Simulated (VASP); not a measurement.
# Hf (Im-3m) in VASP: further runs

One crystal, Hf, is run at these levels: PBEsol; tasks: relaxation of cell and atoms.

All numbers are computed with VASP 6.6.1; they aren't measurements. Logs are shortened: lines on timing, memory, paths and dates and some standing lists are left out, and cuts for length are marked.

### 1 The crystal as given

The structure is cubic, space group Im-3m (No. 229). Conventional cell: a = 3.073 Å, b = 3.073 Å, c = 3.073 Å, α = 90.00°, β = 90.00°, γ = 90.00°. Hf (site symmetry m-3m) is surrounded by 8 Hf at 2.66 Å.

This isn't the form of Hf at room conditions, which is hcp.

### 2 Relaxation of cell and atoms, PBEsol, target pressure 100 GPa, at which the enthalpy is minimised

INCAR reads:

```
PREC = Accurate
ENCUT = 350
EDIFF = 1E-7
ISMEAR = 0
SIGMA = 0.1
LREAL = False
LASPH = True
NELM = 80
ALGO = Fast
ISIF = 3
LWAVE = False
LCHARG = False
GGA = PS
IBRION = 2
NSW = 80
EDIFFG = -0.002
PSTRESS = 1000
```

KPOINTS reads:

```
Automatic mesh
0
Gamma
  16 16 16
```

POSCAR reads:

```
Hf                                      
1.0
   -1.5363235731      1.5363235731      1.5363235731
    1.5363235731     -1.5363235731      1.5363235731
    1.5363235731      1.5363235731     -1.5363235731
  Hf            
     1
Direct
     0.0000000000000000    0.0000000000000000    0.0000000000000000
```

Potentials or basis: VASP PAW PBE potentials, release 64 (Hf_pv).

The run is started by

```bash
$ cat potpaw_PBE.64/Hf_pv/POTCAR > POTCAR
$ mpirun -np 1 vasp_std > vasp.out
```

OUTCAR:

```text
PREC = Accurate
   ENCUT = 350
   EDIFF = 1E-7
   ISMEAR = 0
   LREAL = False
   LASPH = True
   NELM = 80
   ISIF = 3
   GGA = PS
   IBRION = 2
   NSW = 80
   EDIFFG = -0.002
   PSTRESS = 1000

 ion  position               nearest neighbor table
   1  0.000  0.000  0.000-

  LATTYP: Found a body centered cubic cell.
 ALAT       =     3.0726471462

  Lattice vectors:

 A1 = (  -1.5363235731,   1.5363235731,   1.5363235731)
 A2 = (   1.5363235731,  -1.5363235731,   1.5363235731)
 A3 = (   1.5363235731,   1.5363235731,  -1.5363235731)

Analysis of symmetry for initial positions (statically):
=====================================================================
 Subroutine PRICEL returns:
 Original cell was already a primitive cell.

 Routine SETGRP: Setting up the symmetry group for a
 body centered cubic supercell.

 Subroutine GETGRP returns: Found 48 space group operations
 (whereof 48 operations were pure point group operations)
 out of a pool of 48 trial point group operations.

The static configuration has the point symmetry O_h .

Analysis of symmetry for dynamics (positions and initial velocities):
=====================================================================
 Subroutine PRICEL returns:
 Original cell was already a primitive cell.

 Routine SETGRP: Setting up the symmetry group for a
 body centered cubic supercell.

 Subroutine GETGRP returns: Found 48 space group operations
 (whereof 48 operations were pure point group operations)
 out of a pool of 48 trial point group operations.

The dynamic configuration has the point symmetry O_h .

 Subroutine INISYM returns: Found 48 space group operations
 (whereof 48 operations are pure point group operations),
 and found     1 'primitive' translations

----------------------------------------------------------------------------------------

                                     Primitive cell

  volume of cell :      14.5047

  direct lattice vectors                    reciprocal lattice vectors
    -1.536323573  1.536323573  1.536323573     0.000000000  0.325452274  0.325452274
     1.536323573 -1.536323573  1.536323573     0.325452274  0.000000000  0.325452274
     1.536323573  1.536323573 -1.536323573     0.325452274  0.325452274  0.000000000

  length of vectors
     2.660990485  2.660990485  2.660990485     0.460259019  0.460259019  0.460259019

  position of ions in fractional coordinates (direct lattice)
     0.000000000  0.000000000  0.000000000

  ion indices of the primitive-cell ions
   primitive index   ion index
                 1           1

----------------------------------------------------------------------------------------

 KPOINTS: Automatic mesh

Automatic generation of k-mesh.
 Grid dimensions read from file:
 generate k-points for:   16   16   16

 Generating k-lattice:

  Cartesian coordinates                     Fractional coordinates (reciprocal lattice)
     0.000000000  0.020340767  0.020340767     0.062500000  0.000000000  0.000000000
     0.020340767  0.000000000  0.020340767     0.000000000  0.062500000  0.000000000
     0.020340767  0.020340767  0.000000000     0.000000000  0.000000000  0.062500000

  Length of vectors
     0.028766189  0.028766189  0.028766189

  Shift w.r.t. Gamma in fractional coordinates (k-lattice)
     0.000000000  0.000000000  0.000000000

 Subroutine IBZKPT returns following result:
 ===========================================

 Found    145 irreducible k-points:

 Following reciprocal coordinates:
            Coordinates               Weight
  0.000000  0.000000  0.000000      1.000000
  0.062500  0.000000  0.000000     12.000000
  0.125000  0.000000  0.000000     12.000000
  0.187500  0.000000  0.000000     12.000000
  0.250000  0.000000  0.000000     12.000000
  0.312500  0.000000  0.000000     12.000000
[... 16 lines left out ...]
  0.187500  0.187500  0.000000     24.000000
  0.250000  0.187500  0.000000     48.000000
 [... further k-points ...]
   k-points           NKPTS =    145   k-points in BZ     NKDIM =    145   number of bands    NBANDS=      9
   number of dos      NEDOS =    301   number of ions     NIONS =      1
   total plane-waves  NPLWV =   4096
   dimension x,y,z NGX =    16 NGY =   16 NGZ =   16
   dimension x,y,z NGXF=    32 NGYF=   32 NGZF=   32
   ions per type =               1
   NGX,Y,Z   is equivalent  to a cutoff of  10.00, 10.00, 10.00 a.u.
   NGXF,Y,Z  is equivalent  to a cutoff of  19.99, 19.99, 19.99 a.u.
 SYSTEM =  unknown system
   PREC   = accura    normal or accurate (medium, high low for compatibility)
   ISTART =      0    job   : 0-new  1-cont  2-samecut
   ICHARG =      2    charge: 1-file 2-atom 10-const
   ISPIN  =      1    spin polarized calculation?
   LNONCOLLINEAR =      F non collinear calculations
   LSORBIT =      F    spin-orbit coupling
   LASPH  =      T    aspherical Exc in radial PAW
   ENCUT  =  350.0 eV  25.72 Ry    5.07 a.u.   4.06  4.06  4.06*2*pi/ulx,y,z
   NELM   =     80;   NELMIN=  2; NELMDL= -5     # of ELM steps
   EDIFF  = 0.1E-06   stopping-criterion for ELM
   LREAL  =      F    real-space projection
   EDIFFG = -.2E-02   stopping-criterion for IOM
   NSW    =     80    number of steps for IOM
   IBRION =      2    ionic relax: 0-MD 1-quasi-New 2-CG
   NFREE  =      1    steps in history (QN), initial steepest desc. (CG)
   ISIF   =      3    stress and relaxation
   ISYM   =      2    0-nonsym 1-usesym 2-fastsym
   POTIM  = 0.5000    time-step for ionic-motion
   TEBEG  =    0.0;   TEEND  =   0.0 temperature during run
   PSTRESS= 1000.0 pullay stress
   NELECT =      10.0000    total number of electrons
   NUPDOWN=      -1.0000    fix difference up-down
   EMIN   =  10.00;   EMAX   =-10.00  energy-range for DOS
   EFERMI =   0.00;   METHOD = LEGACY
   ISMEAR =     0;   SIGMA  =   0.10  broadening in eV -4-tet -1-fermi 0-gaus
   EFERMI_NEDOS =   21; number of points for ismear=-14 and -15
   IALGO  =     68    algorithm
   IMIX   =      4    mixing-type and parameters
     AMIX     =   0.40;   BMIX     =  1.00
     AMIX_MAG =   1.60;   BMIX_MAG =  1.00
  volume/ion in A,a.u.               =      14.50        97.88
  Fermi-wavevector in a.u.,A,eV,Ry     =   1.446235  2.732987 28.457879  2.091595
  Thomas-Fermi vector in A             =   2.564326
   LORBIT       =      0    0 simple, 1 ext, 2 COOP (PROOUT), +10 PAW based schemes
   GGA     = PS    functional components
   LHFCALC =     F    Hartree Fock is set to
   AEXX    =    0.0000 exact exchange contribution
   IVDW    =     0    specifies the selected vdW correction
   LEPSILON=     F    determine dielectric tensor
   LRPA    =     F    only Hartree local field effects (RPA)
 conjugate gradient relaxation of ions
 non-spin polarized calculation
 RMM-DIIS sequential band-by-band and
 Gauss-broadening in eV      SIGMA  =   0.10
  energy-cutoff  :      350.00
  volume of cell :       14.50
 maximum number of plane-waves:       236
   NGX =  7   NGY =  7   NGZ =  7

--------------------------------------- Ionic step        1  -------------------------------------------

 number of electron      10.0000008 magnetization

 Free energy of the ion-electron system (eV)
  ---------------------------------------------------
  ext. energy  EPLUGINS =         0.00000000
  ---------------------------------------------------
  free energy    TOTEN  =        -9.13629985 eV

  energy without entropy =       -9.13276366  energy(sigma->0) =       -9.13453176

------------------------ aborting loop because EDIFF is reached ----------------------------------------

  FORCE on cell =-STRESS in cart. coord.  units (eV):
  Direction    XX          YY          ZZ          XY          YZ          ZX
  --------------------------------------------------------------------------------------
  -------------------------------------------------------------------------------------
  Total        6.7899333      6.7899333      6.7899333      0.0000000      0.0000000     -0.0000000
  in kB      750.0116567    750.0116567    750.0116567      0.0000000      0.0000000     -0.0000000
  external PRESSURE =    -249.9883433 kB  Pullay stress =    1000.0000000 kB
[... 22 lines left out ...]
  enthalpy is  TOTEN    =        -0.0831962109 eV   P V=        9.0531036353

--------------------------------------- Ionic step        2  -------------------------------------------

 number of electron      10.0000004 magnetization

 E-fermi :  11.2832     XC(G=0): -15.5054

 val. band max:       11.2448506367   @ k =  -0.2500   0.2500   0.1250
 cond. band min:      11.3015847323   @ k =  -0.3750  -0.3750   0.0625
 fundamental gap:      0.0567340956
 Fermi energy:        11.2832434427

 k-point     1 :       0.0000    0.0000    0.0000
  band No.  band energies     occupation
      1     -15.3963      2.00000
      2     -15.3963      2.00000
      3     -15.3963      2.00000
      4       3.7251      2.00000
      5      12.6186      0.00000
      6      12.6186      0.00000
      7      12.6186      0.00000
      8      18.3075      0.00000
      9      18.3075      0.00000
[... 384 lines left out ...]
  enthalpy is  TOTEN    =        -0.1571377007 eV   P V=        8.4998802955

--------------------------------------- Ionic step        5  -------------------------------------------

 number of electron       9.9999995 magnetization

 Free energy of the ion-electron system (eV)
  ---------------------------------------------------
  ext. energy  EPLUGINS =         0.00000000
  ---------------------------------------------------
  free energy    TOTEN  =        -8.64621888 eV

  energy without entropy =       -8.64318669  energy(sigma->0) =       -8.64470279

 E-fermi :   8.3493     XC(G=0): -13.8867

 val. band max:        8.3461059251   @ k =   0.1875   0.1250   0.0000
 cond. band min:       8.3657328657   @ k =  -0.2500   0.2500   0.1250
 fundamental gap:      0.0196269406
 Fermi energy:         8.3492897267

 k-point     1 :       0.0000    0.0000    0.0000
  band No.  band energies     occupation
      1     -19.4803      2.00000
      2     -19.4803      2.00000
      3     -19.4803      2.00000
      4       0.2505      2.00000
      5       9.9852      0.00000
      6       9.9852      0.00000
      7       9.9852      0.00000
      8      14.4686      0.00000
      9      14.4686      0.00000
[... 304 lines left out ...]
  FREE ENERGIE OF THE ION-ELECTRON SYSTEM (eV)
  ---------------------------------------------------
  free  energy   TOTEN  =        -8.6462188827 eV

  energy  without entropy=       -8.6431866911  energy(sigma->0) =       -8.64470279

  enthalpy is  TOTEN    =        -0.1571667399 eV   P V=        8.4890521428

 reached required accuracy - stopping structural energy minimisation
```

It took 12 s on 1 thread of Intel Xeon 6975P-C (Granite Rapids), shared host; peak memory 0.13 GiB.

What came out:

* Free energy: -8.6462 eV
* Relaxed volume: 13.60 Å³/atom
* Relaxed cell: a = 2.605 Å, b = 2.605 Å, c = 2.605 Å, α = 109.47°, β = 109.47°, γ = 109.47°
* Space group after relaxing (to 0.05 Å): Im-3m (No. 229)
* Energy change on relaxing (the enthalpy is what falls): +490.1 meV/atom
* Ionic steps: 5
* Pressure after relaxing: 100.0 GPa
* Band gap on the k mesh: none (metal or under the smearing width)

Step by step:
```tsv
step	energy change (eV)	largest force (eV/Å)	pressure (GPa)	volume (Å³)
1	0.0000	0.0000	75.00	14.50
2	4.1565	0.0000	284.23	10.25
3	0.4265	0.0000	96.78	13.70
4	0.4793	0.0000	99.46	13.62
5	0.4901	0.0000	100.00	13.60
```

Final structure:
```yaml
crystal:
  lattice:
    - [-1.50373, 1.50373, 1.50373]
    - [1.50373, -1.50373, 1.50373]
    - [1.50373, 1.50373, -1.50373]
  atoms:
    - { symbol: Hf, position: [0.00000, 0.00000, 0.00000] }
```

Levels at points of the mesh, in eV from the Fermi level:
```tsv
k point	band 3	band 4	band 5	band 6	band 7	band 8
(0.00, 0.00, 0.00)	-27.83	-8.10	1.64	1.64	1.64	6.12
(0.50, 0.00, 0.00)	-27.91	-5.38	-1.95	4.75	6.53	8.08
(0.50, 0.50, 0.50)	-30.22	-5.60	-5.60	11.30	11.30	11.30
```

Caveat: the cell is relaxed towards a set pressure, so the enthalpy falls and the energy may rise; the PAW data sets were made with another functional, which shifts forces and pressure a little. The run has no spin-orbit coupling, so splittings on Hf are missing.

(Continued in part 2 of 2.)
